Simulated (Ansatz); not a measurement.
**Ge under compression: one row to predict**

The cell was found from a structure generator's guess, not taken from experiment.

Level of theory: DFT PBE, scalar-relativistic, plane waves, PAW (Ansatz). The final run on the 8-atom cell used 420 eV, a Γ-centred 8×8×6 mesh, 0.10 eV smearing and no spin polarisation.

```cif
data_structure
_symmetry_space_group_name_H-M 'Cmce'
_symmetry_Int_Tables_number 64
_cell_length_a 7.0418
_cell_length_b 8.1524
_cell_length_c 7.0657
_cell_angle_alpha 90.000
_cell_angle_beta 90.000
_cell_angle_gamma 90.000
_cell_volume 405.62
loop_
_atom_site_label
_atom_site_type_symbol
_atom_site_symmetry_multiplicity
_atom_site_Wyckoff_symbol
_atom_site_fract_x
_atom_site_fract_y
_atom_site_fract_z
_atom_site_occupancy
Ge1 Ge 16 g 0.17881 0.86653 0.41118 1
```

The cell was set to several volumes, with shape and atoms relaxed at each where symmetry leaves them free. Pressure is positive in compression, and energies count from the lowest row.

```csv
row,V (Å³/atom),P (GPa),ΔE (meV/atom),gap on mesh (eV)
1,22.309,9.26,77.8,0.26
2,23.070,6.31,41.1,0.25
3,23.830,?,?,?
4,24.591,1.76,4.1,0.00
5,25.352,0.00,0.0,0.00
6,26.112,-1.48,3.7,0.05
7,26.873,-2.74,13.8,0.07
8,27.887,-4.09,35.6,0.12
```

**Question.** Find B = −V·ΔP/ΔV from rows 4 and 6 and from rows 1 and 2, and from the two its slope B′ and its value B0 at zero pressure.

**Answer.** Rows 4 and 6 give −(24.591 + 26.112)/2 × (-1.48 − (1.76))/(26.112 − 24.591) = 54.0 GPa at a mean pressure of 0.14 GPa. Rows 1 and 2 give −(22.309 + 23.070)/2 × (6.31 − (9.26))/(23.070 − 22.309) = 88.0 GPa at a mean pressure of 7.79 GPa. So B′ = (88.0 − 54.0)/(7.79 − (0.14)) = 4.44 and B0 = 54.0 − 4.44 × (0.14) = 53.4 GPa. A third-order Birch–Murnaghan fit to all the energies gives B0 = 53.7 GPa and B′ = 4.6.

**Question.** Estimate the pressure and energy of row 3.

**Answer.** From row 5, V0 = 25.352 × (1 + (0.00)/53.4) = 25.352 Å³/atom. Murnaghan's form P = (B0/B′)·[(V0/V)^B′ − 1] gives (53.4/4.44) × [(25.352/23.830)^4.44 − 1] = 3.81 GPa; the computed pressure is 3.83 GPa, so the estimate is off by -0.02 GPa. The work of compression from row 4, with the mean of the two pressures, gives ΔE = 4.1 + (3.81 + 1.76)/2 × (24.591 − 23.830)/160.2 × 1000 = 17.3 meV/atom (1 eV/Å³ = 160.2 GPa); the computed value is 17.2 meV/atom. Its gap on the mesh is 0.06 eV.

The zero gap may come from the functional, which often closes small gaps. All volumes keep the k mesh of the relaxed cell. A later test with randomly moved atoms came back to the same energy, though modes that don't fit the test's cell weren't probed.
